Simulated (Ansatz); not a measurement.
The following input was run with Ansatz 0.2.0.

```yaml
crystal:
  lattice:
    - [-2.1353457254, 2.1353457254, 1.9134933638]
    - [2.1353457254, -2.1353457254, 1.9134933638]
    - [2.1353457254, 2.1353457254, -1.9134933638]
  atoms:
    - { symbol: Hg, position: [0.0, 0.0, 0.0] }
basis:
  ecutwfc: 420
kpoints:
  mp_grid: { grid: [16, 16, 16] }
hamiltonian:
  xc: pbesol
scf:
  occupations: { method: gaussian, width: 0.1 }
output:
  forces: true
  stress: true
  eigenvalues: true
```

Launched with
```bash
ansatz run input.yaml --threads 1 --pin off --max-ram 1331MiB --backend cpu --events-out ev --progress --plain --runs-dir out
```

These are results of Ansatz 0.2.0, DFT PBEsol, scalar-relativistic, plane waves, PAW, not measurements.

Abridged output:

```
Pseudopotentials: kind: paw
Pseudopotential: Hg, paw, valence charge 20, recommended cutoff 420 eV (normal)
Functional definition: PBEsol
Crystal: 1 atom, lattice volume = 34.900 Å³
Basis set: ecut = 420 eV, 671 PW (Γ), exchange–correlation on 48×48×48 points (8 copies of the dense FFT grid, shifted against one another)
Bands: 14, of which v1, the nominal top of the filled ones, is band 10 counted from 1 (9 counted from 0)
Symmetry: 16 space group operations
Space group: I4/mmm (ITA 139), of the structure as read, at distance tolerance 3.3e-5 Å
k-points: 349 of 4096
Initial density: superposition of atomic densities (neutral atoms: chi_scale 0, normalization atom), corrected by the library's trained network
Initial wavefunctions: pseudopotential atomic-orbital guess
Functional: x = pbesol(κ = 0.804, μ = 0.12345679), c = pbesol(β = 0.046)
SCF iter   1: F=—  HF=-13667.818831 eV  |F-HF|=—  |Δ(HF+E_count)|=         —  Δρ=1.65e-3  dr2=6.76e-4  ethr=1.77e-3  ⟨swp⟩=5.7  Hψ=25388  notcnv=0
SCF iter   2: F=—  HF=-13667.819045 eV  |F-HF|=—  |Δ(HF+E_count)|=   2.14e-4  Δρ=7.47e-4  dr2=8.96e-5  ethr=3.38e-6  ⟨swp⟩=2.1  Hψ=9840  notcnv=0
SCF iter   3: F=—  HF=-13667.819034 eV  |F-HF|=—  |Δ(HF+E_count)|=   1.08e-5  Δρ=2.09e-4  dr2=4.34e-6  ethr=4.48e-7  ⟨swp⟩=2.0  Hψ=6892  notcnv=0
SCF iter   4: F=—  HF=-13667.819036 eV  |F-HF|=—  |Δ(HF+E_count)|=   2.27e-6  Δρ=2.22e-5  dr2=1.98e-7  ethr=2.17e-8  ⟨swp⟩=2.5  Hψ=7445  notcnv=0
SCF iter   5: F=-13667.819036 eV  HF=-13667.819036 eV  |F-HF|=6.68e-10  |Δ(HF+E_count)|=   1.68e-8  Δρ=8.34e-6  dr2=2.31e-8  ethr=9.92e-10  ⟨swp⟩=2.0  Hψ=6978  notcnv=0
SCF iter   6: F=-13667.819036 eV  HF=-13667.819036 eV  |F-HF|=1.89e-10  |Δ(HF+E_count)|=   3.60e-9  Δρ=1.50e-6  dr2=1.17e-9  ethr=1.16e-10  ⟨swp⟩=2.1  Hψ=16824  notcnv=0
SCF 1 converged in 6 iterations: F = -13667.819036 eV  dr2 = 1.17e-9
SCF converged after 6 iterations
Free energy (F): -13667.819036 eV
Harris-Foulkes:  -13667.819036 eV  (|F-HF|=1.89e-10)
Internal energy: -13667.818480 eV  (E = F + TS)
E sigma→0 (E₀):  -13667.818758 eV
Entropy (-TS):   -0.000556 eV (-0.556 meV/atom)
Fermi energy:    8.309091 eV
--- Per-component energies (eV) ---
  E_band       = -502.386089
  E_kinetic    = 604.358204
  E_local      = -3093.420461  (includes V_loc(G=0)·N_el)
  E_nonlocal   = 77.013300
  E_hartree    = 1308.687934
  E_xc         = -217.855511
  E_vxc        = -260.117659  (∫ρ·V_xc dr)
  E_paw        = -9802.348684  (= ΣΔE_a)
  E_vpaw       = -447.595248  (= ΣTr[D̂ρ^β])
  E_aug_tail   = 0.000889  (compensation charges beyond the density's cutoff)
  E_ewald      = -2544.582803
  E_core_change = 0.328651  (= ΣΔE_core)
  E_smearing   = -0.000556  (= −TS)
--- Forces (eV/Å), atoms counted from 1 ---
  atom   1  Hg     0.00000000     0.00000000     0.00000000
--- Stress (GPa, compression-positive) ---
       -2.767093       0.000000       0.000000
        0.000000      -2.767093       0.000000
        0.000000       0.000000      -2.810266
  P = ⅓ Tr σ = -2.7815 GPa (-27.815 kbar)
--- Band table (eV; the first three rows and the last of 349) ---
  k-point 0: bands = ["-105.8065", "-54.1963", "-54.1963", "-54.1961", "1.8341", "2.0751", "2.2267", "2.2267", "2.4628", "2.6256", "19.2999", "19.2999", "20.6656", "21.7814"]
  k-point 1: bands = ["-105.8065", "-54.1965", "-54.1963", "-54.1961", "1.8999", "2.0860", "2.2212", "2.2478", "2.4564", "2.6220", "18.3606", "19.3322", "20.4108", "21.5736"]
  k-point 2: bands = ["-105.8065", "-54.1971", "-54.1964", "-54.1962", "2.0063", "2.2015", "2.2057", "2.3088", "2.4465", "2.6116", "16.6401", "19.3752", "19.7907", "21.2092"]
  k-point 348: bands = ["-105.8063", "-54.2013", "-54.2013", "-54.1999", "1.8691", "1.9081", "2.7710", "2.7710", "2.8211", "8.8726", "11.2876", "11.2876", "13.2258", "15.9390"]
```

Self-consistency was reached.

Spin–orbit coupling is left out, which can shift energies with elements as heavy as these.